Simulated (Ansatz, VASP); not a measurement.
# BN in VASP and in Ansatz

```xyz
2
Lattice="0.0000 1.6985 1.8268 1.8268 0.0000 1.8268 1.8268 1.6985 0.0000" Properties=species:S:1:pos:R:3 pbc="T T T"
B     0.0000    0.0000    0.0000
N     2.7401    2.5478    2.7401
```

Alike in both runs: task single point; functional PBE; k mesh 12 × 12 × 12; occupations gaussian, width 0.05 eV; no spin polarisation.

```csv
,VASP,Ansatz
version,VASP 6.6.1,Ansatz 0.2.0
potentials or method,"VASP PAW PBE potentials, release 64 (B, N)","scalar-relativistic, plane waves, PAW"
plane-wave cutoff (eV),520,520
valence electrons in the cell,8,8
```

```csv
,VASP,Ansatz,Ansatz less VASP
gap on the k mesh at the Fermi level (eV),3.25,3.26,+0.014
least direct gap on the mesh (eV),8.28,8.29,+0.013
pressure (GPa),20.2,19.8,-0.33
largest component of the traceless stress (GPa),27.78,27.77,-0.010
```

With one functional, cell and mesh, what is left measures potentials, basis and numerics.

Caveats: so large a pressure means that the cell lies far from this level's equilibrium, or that cutoff or potentials fall short (VASP). A k mesh can miss the band edges.
